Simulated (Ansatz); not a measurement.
## RbBr: zone-centre modes at 1 GPa

All numbers below come from Ansatz, DFT LDA, scalar-relativistic, plane waves, PAW. Cutoff 420 eV, 6×6×6 k-points (Γ-centred), fixed occupations. No spin polarisation. Phonons by linear response, acoustic sum rule imposed.

The cell, relaxed at 1 GPa:
```
CELL_PARAMETERS angstrom
3.91491 0.00000 0.00000
0.00000 3.91491 0.00000
0.00000 0.00000 3.91491
ATOMIC_POSITIONS crystal
Rb 0.00000 0.00000 0.00000
Br 0.50000 0.50000 0.50000
```

Q: Give the high-frequency dielectric tensor ε∞.

A:
```
3.24 0.00 0.00
0.00 3.24 0.00
0.00 0.00 3.24
```

Q: Give the Born effective charges.

A:
| atom | Z*xx | Z*yy | Z*zz | mean |
| --- | --- | --- | --- | --- |
| Rb (atom 1) | 1.22 | 1.22 | 1.22 | 1.22 |
| Br (atom 2) | -1.22 | -1.22 | -1.22 | -1.22 |

Q: How large is the static dielectric tensor with the ions free to move, and what share of it is ionic?

A:
```
6.3 0.0 0.0
0.0 6.3 0.0
0.0 0.0 6.3
```
The ions give 48 % of its trace.

This CsCl-type form isn't the usual stable structure of the compound.